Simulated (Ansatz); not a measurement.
# Compressing LiCl: a fit and a missing row

LiCl, Fm-3m, a = 5.112 Å. Ansatz: r2SCAN, PAW, 500 eV, Γ-centred 8×8×8 mesh on 2 atoms, Gaussian smearing 0.02 eV; no spin polarisation. Symmetry fixes shape and atoms, so the cell is only scaled; pressure is positive in compression.

| V (Å³/atom) | P (GPa) |
| --- | --- |
| 15.701 | 2.47 |
| 16.202 | ? |
| 16.703 | 0.00 |
| 17.204 | -0.96 |
| 17.705 | -1.78 |

Problem. Take V0 = 16.703 Å³/atom, fit the third-order Birch–Murnaghan form to the other rows, and predict the missing pressure.

Solution. With the Eulerian strain f = ½[(V0/V)^(2/3) − 1] and y = P/[3f(1 + 2f)^(5/2)], the form is the line y = B0 + 1.5 B0 (B0′ − 4) f. Rows (f, y): 0.02105, 35.3; -0.00975, 34.5; -0.01905, 34.3. Means f = -0.002583, y = 34.700; Σ(Δf)² = 0.0008810, ΣΔfΔy = 0.02220; the slope is their ratio. y = 34.77 + 25.20 f GPa, so B0 = 34.8 GPa and B0′ = 4 + 2 × (25.20)/(3 × 34.77) = 4.48. At V = 16.202, f = 0.01025, y = 35.03 and P = 1.13 GPa. The run gave 1.13 GPa, the same to the digits shown.